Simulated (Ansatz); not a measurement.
## MgO: the change of phonon entropy and phonon heat capacity with temperature

Harmonic vibrational free energy, entropy and heat capacity at constant volume, per atom, from the force constants of a q mesh, imaginary modes left out; plane waves with PAW datasets, Gamma-centred k mesh. The results are calculated, by Ansatz 0.2.0.

Structure of every row (space group Fm-3m, No. 225):
```
cell vectors (Å)
   0.0000     2.1269     2.1269
   2.1269     0.0000     2.1269
   2.1269     2.1269     0.0000
atoms (fractions of the cell vectors)
Mg  0.00000  0.00000  0.00000
O   0.50000  0.50000  0.50000
```

Settings of every row: functional PBE; dispersion none; spin none; wave cutoff 420 eV; k mesh 12x12x12; occupations fixed; smearing width 0 eV; pressure 0 GPa; phonon method linear response; q mesh 4x4x4.

```
row  temperature (K)  phonon entropy (kB/atom)  phonon heat capacity (kB/atom)  phonon free energy (meV/atom)
  1              200                     0.955                           1.704                           64.9
  2              300                      1.77                           2.284                           53.1
  3              400                      2.47                            2.56                           34.7
  4              500                     3.058                           2.706                           10.8
  5              600                         ?                               ?                              ?
  6              700                     3.994                           2.844                          -50.3
  7              800                     4.377                           2.879                          -86.4
  8              900                     4.717                           2.904                         -125.6
  9             1000                     5.024                           2.922                         -167.6
```

Question: what phonon entropy and phonon heat capacity should row 5 give?

Worked fit of phonon entropy. Entropy rises as the heat capacity times the change of ln T, so take t = ln(T / 300 K). The shown rows have t = -0.4055, 0, 0.2877, 0.5108, 0.8473, 0.9808, 1.0986, 1.204. Least squares give phonon entropy = 1.798 + 2.26292 × t + 0.36004 × t² kB/atom; a straight line predicts inner rows, each left out in turn, worse (root mean square 0.086 against 0.022 kB/atom). The rows lie off it by 0.015, -0.028, -0.009, 0.010, 0.020, 0.013, -0.002, -0.020 (root mean square 0.016 kB/atom), a smooth pattern that one more power would take up: the form is only approximate. The slope at t = 0, 2.26 kB/atom, estimates the heat capacity at 300 K. The withheld row has t = 0.6931, so the fit gives 1.798 + 2.26292 × (0.6931) + 0.36004 × (0.6931)² = 3.539 kB/atom.

The calculation gave 3.56 kB/atom. The fit lies 0.021 kB/atom (0.52 % of the column's range) below it; its largest miss of a shown row is 0.028 kB/atom.

Worked fit of phonon heat capacity. At high temperature a harmonic heat capacity falls short of its limit by a term in 1/T², so take t = (100 K / T)². The shown rows have t = 0.25, 0.11111, 0.0625, 0.04, 0.02041, 0.01562, 0.01235, 0.01. Least squares give phonon heat capacity = 2.9927 − 7.4316 × t + 9.117 × t² kB/atom; a straight line predicts inner rows, each left out in turn, worse (root mean square 0.054 against 0.006 kB/atom). The rows lie off it by -0.001, 0.004, -0.004, -0.004, -0.001, 0.000, 0.002, 0.003, a smooth pattern that one more power would take up: the form is only approximate. The constant, 2.9927 kB/atom, is to be held against the harmonic limit of 3 k_B an atom. The withheld row has t = 0.02778, so the fit gives 2.9927 − 7.4316 × (0.02778) + 9.117 × (0.02778)² = 2.793 kB/atom.

The calculation gave 2.791 kB/atom. The fit lies 0.002 kB/atom (0.16 % of the column's range) above it; its largest miss of a shown row is 0.004 kB/atom.

The other values of row 5: phonon free energy -17.7 meV/atom.
